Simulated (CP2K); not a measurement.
# ZrS under changes of volume

One of the cells (18.088 Å³/atom); the others are scaled copies at fixed shape and fractional positions:

```
Zr S
1.0
     3.71231    0.00000    0.00000
     1.85616    3.21496    0.00000
     1.85616    1.07165    3.03109
Zr S
1 1
Direct
  0.00000 0.00000 0.00000
  0.50000 0.50000 0.50000
```

| Quantity | Value |
| --- | --- |
| Program | CP2K 2026.2 |
| Functional | PBEsol |
| Potentials or basis | POTENTIAL_UZH Zr GTH-PBE-q12, S GTH-PBE-q6; TZVP-MOLOPT-PBE-GTH basis |
| Density cutoff | 6123 eV |
| k mesh | 9 × 9 × 9 |
| Occupations | fermi-dirac, width 0.05 eV |
| Spin | no spin polarisation |

```tsv
volume (Å³/atom)	energy over the lowest point (meV/atom)	pressure (GPa)
17.003	3.93	3.5
17.364	0.00	0.2
17.726	?	?
18.088	12.57	-5.4
18.450	27.62	-7.8
18.811	47.69	-9.9
19.173	72.23	-11.7
```

Task: What does the run at 17.726 Å³/atom give?

Result: Energy over the lowest point 3.13 meV/atom; pressure -2.8 GPa.

Worked out: A Birch-Murnaghan fit of order 3 (a polynomial in V^(-2/3)) to the other rows has its minimum at 17.38 Å³/atom with B0 = V·E''(V) = 150 GPa and B' = 4.5. It gives 3.12 meV/atom at 17.726 Å³/atom, against the run's 3.13, and -dE/dV = -2.8 GPa, against -2.8.

Energies are extrapolated to zero smearing.

Caveats: the potentials were made for another functional, which shifts forces and pressure; the basis of atomic orbitals isn't converged, which shifts pressures, moduli and gaps.
